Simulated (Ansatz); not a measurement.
# H: the cost of one run

Program: Ansatz 0.2 development build. Level of theory: DFT, PBE, PAW, task scf. These are calculated values, not measurements.

## 1. The system as given

It takes space group P4/mmm (No. 123, tetragonal). The conventional cell has a = 4.500 Å, b = 4.500 Å, c = 6.500 Å, α = 90.00°, β = 90.00°, γ = 90.00°. Around H (site symmetry 4mm) lie 1 H at 2.60 Å.

As a file:

```
CELL_PARAMETERS angstrom
9.00000 0.00000 0.00000
0.00000 9.00000 0.00000
0.00000 0.00000 6.50000
ATOMIC_POSITIONS crystal
H 0.00000 0.00000 0.30000
H 0.00000 0.00000 0.70000
H 0.00000 0.50000 0.30000
H 0.00000 0.50000 0.70000
H 0.50000 0.00000 0.30000
H 0.50000 0.00000 0.70000
H 0.50000 0.50000 0.30000
H 0.50000 0.50000 0.70000
```

## 2. The run

File input.yaml:

```yaml
crystal:
  lattice:
    - [9.0, 0.0, 0.0]
    - [0.0, 9.0, 0.0]
    - [0.0, 0.0, 6.5]
  symmetry: { detect: false }
  atoms:
    - { symbol: H, position: [0.0, 0.0, 0.3], spin: 1.0 }
    - { symbol: H, position: [0.0, 0.0, 0.7], spin: -1.0 }
    - { symbol: H, position: [0.0, 0.5, 0.3], spin: 1.0 }
    - { symbol: H, position: [0.0, 0.5, 0.7], spin: -1.0 }
    - { symbol: H, position: [0.5, 0.0, 0.3], spin: 1.0 }
    - { symbol: H, position: [0.5, 0.0, 0.7], spin: -1.0 }
    - { symbol: H, position: [0.5, 0.5, 0.3], spin: 1.0 }
    - { symbol: H, position: [0.5, 0.5, 0.7], spin: -1.0 }
basis:
  ecutwfc: "300.0 eV"
  ecutrho_ratio: 8
kpoints:
  mp_grid: { grid: [1, 1, 1] }
hamiltonian:
  xc: pbe
  pseudopotentials: { kind: paw, source: jth }
scf:
  convergence: { dr2_threshold: "1e-10 eV" }
  occupations: { method: fixed }
  max_iter: 300
  lower_state_search: "off"
output:
  eigenvalues: false
  embedding: [{ level: ccsd_t, virtuals_per_occupied: 4 }]
magnetization:
  spin_polarized: true
```

Run with:

```console
$ ansatz run input.yaml --threads 8 --backend cpu --max-ram=24GiB --events-out ev
```

Q: Estimate wall time and peak memory on 8 threads of Arm Neoverse V2 (Grace), shared host.

About 4.9 s, with a peak of 0.91 GiB.
